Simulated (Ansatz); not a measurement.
Crystal: BaTiO3.

```
Ba Ti O
1.0
     4.00730    0.00000    0.00000
     0.00000    4.00730    0.00000
     0.00000    0.00000    4.00730
Ba Ti O
1 1 3
Cartesian
  2.0398 1.8245 2.0304
  3.7818 0.2804 3.8242
  2.0859 0.0274 0.2221
  0.0507 1.9715 0.2113
  0.0563 3.9108 1.7266
```

Base run:

* Program: Ansatz 0.2.0
* Functional: PBEsol
* Potentials or basis: Ansatz PAW
* Cutoff: 420 eV (not typed: the program's choice for these potentials)
* k mesh: 7 × 7 × 7
* Occupations: fermi-dirac, width 0.05 eV
* Spin: no spin polarisation

Its results: band gap on the k mesh 2.78 eV, indirect (least direct gap 2.96 eV); pressure 5.7 GPa; largest force 4.216 eV/Å.

**Question.** The run is repeated on the same cell with these changes: functional from PBEsol to PBE; k mesh from 7 × 7 × 7 to 3 × 3 × 3. What comes out?

**Answer.** Band gap on the k mesh 3.06 eV, direct; pressure 12.0 GPa; largest force 4.334 eV/Å.

Several settings changed at once, so the effect can't be laid on one alone.

Caveats: some runs use coarse meshes; spin-orbit coupling is left out, which moves the levels of the heavy elements; forces of over 1 eV/Å show positions far from the minimum, so gaps and moduli don't describe the material at rest; the PAW data sets come from PBE, with cores solved anew for the run's functional, which leaves a small shift of forces and pressure (some runs); odd divisions of the mesh miss points on the zone boundary, where band edges often lie, so the gap on the mesh can be too wide (some runs).
